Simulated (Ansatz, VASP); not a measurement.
**TaN: VASP beside Ansatz**

```
Ta N
1.0
     2.93800    0.00000    0.00000
    -1.46900    2.54438    0.00000
     0.00000    0.00000    2.88300
Ta N
1 1
Cartesian
  0.0000 1.6963 1.4415
  0.0000 0.0000 0.0000
```

Alike in both runs: task single point; functional PBE; k mesh 9 × 9 × 8; occupations fermi-dirac, width 0.03 eV; no spin polarisation.

|  | VASP | Ansatz |
| --- | --- | --- |
| version | VASP 6.6.1 | Ansatz 0.2.0 |
| potentials or method | VASP PAW PBE potentials, release 64 (Ta_pv, N), cutoff 520 eV | all-electron LAPW, scalar-relativistic |

|  | VASP | Ansatz | Ansatz less VASP |
| --- | --- | --- | --- |
| pressure (GPa) | 5.4 | 4.8 | -0.54 |
| largest component of the traceless stress (GPa) | 1.08 | 0.97 | -0.108 |

Ansatz ran all-electron here, so the differences hold the error of VASP's frozen core and of both bases.

Spin-orbit coupling is left out, which matters for the levels of Ta.
